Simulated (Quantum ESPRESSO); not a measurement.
Crystal: NiO2.

```
CELL_PARAMETERS angstrom
2.79878 0.00000 0.00000
-1.39939 2.42382 0.00000
0.00000 0.00000 4.61827
ATOMIC_POSITIONS crystal
Ni 0.00000 0.00000 0.50000
O 0.33333 0.66667 0.29396
O 0.66667 0.33333 0.70604
```

The cell comes from a database or a generator and needn't be the stable form of this composition.

```yaml
Program: Quantum ESPRESSO 7.5
Task: single point
Functional: PBEsol
Potentials_or_basis: GBRV 1.5 PBEsol
Cutoff: 612 eV
Density_cutoff: 4898 eV
k_mesh: 11 × 11 × 6
Occupations: fermi-dirac, width 0.05 eV
Spin: collinear spin, ferromagnetic start
Starting_moments: "[1.0, 0.0, 0.0] μB"
```

On this cell: pressure -4.1 GPa; largest force 0.414 eV/Å; net moment 0.00 μB per cell; band gap on the k mesh 0.92 eV, indirect (least direct gap 1.18 eV).

The same run follows on a disturbed copy (atoms moved at random, drawn with an rms of 0.05 Å):

```
CELL_PARAMETERS angstrom
2.79878 0.00000 0.00000
-1.39939 2.42382 0.00000
0.00000 0.00000 4.61827
ATOMIC_POSITIONS crystal
Ni 0.02051 0.02533 0.49286
O 0.32709 0.67812 0.29194
O 0.68161 0.33238 0.71194
```

What changes?

The energy moves by +32.6 meV/atom; pressure -5.6 GPa; largest force 1.681 eV/Å; net moment 0.00 μB per cell; band gap on the k mesh 0.82 eV, indirect (least direct gap 1.09 eV).

Forces on the atoms (eV/Å):
```
Ni  -0.428 -1.018  1.268
O    0.712  0.386  0.011
O   -0.284  0.632 -1.279
```

Stress tensor (GPa, compression positive):
```
-4.97 -1.72 -4.80
-1.72 -5.32  1.42
-4.80  1.42 -6.40
```

Caveats: an odd mesh through Γ misses points on the zone boundary, where band edges often lie.
